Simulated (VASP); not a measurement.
Runs of VASP 6.6.1 on TaS2. It takes space group P-3m1 (No. 164, trigonal). Conventional cell: a = 3.350 Å, b = 3.350 Å, c = 5.860 Å, α = 90.00°, β = 90.00°, γ = 120.00°. Ta (site symmetry -3m) has 6 S at 2.43 Å as nearest neighbours. S (site symmetry 3m) has 3 Ta at 2.43 Å as nearest neighbours. 

```csv
level,spin,U,gap on the mesh (eV),pressure (GPa),moment (μB),largest force (eV/Å)
PBEsol+U,"collinear, ferromagnetic start",Ta d U = 8 eV,none,14.2,0.19,1.81
PBEsol+U,"collinear, ferromagnetic start",Ta d U = 5 eV,none,10.4,0.16,1.49
PBEsol+U,"collinear, random start",Ta d U = 8 eV,none,14.2,0.19,1.81
r2SCAN,"collinear, ferromagnetic start",-,none,7.9,(a),1.00
PBEsol+U,"collinear, random start",Ta d U = 5 eV,none,10.4,0.16,1.49
```

Alike in all rows: task single point; potentials or basis VASP PAW PBE potentials, release 64 (Ta_pv, S); cell as given; k mesh 7 × 7 × 3; cutoff (eV) 520; smearing gaussian 0.05 eV.

**Question.** Estimate the missing entries.

**Answer.** (a) 0.10.

Caveats: the PAW data sets were made with another functional, which shifts forces and pressure a little; this functional lacks dispersion, which binds the layers, so the pressure and a relaxed spacing across them are unreliable (some runs).

A k mesh can miss the band edges, and the runs leave out spin-orbit coupling on Ta.

A gap of «none» marks a metal or a gap under the smearing width.
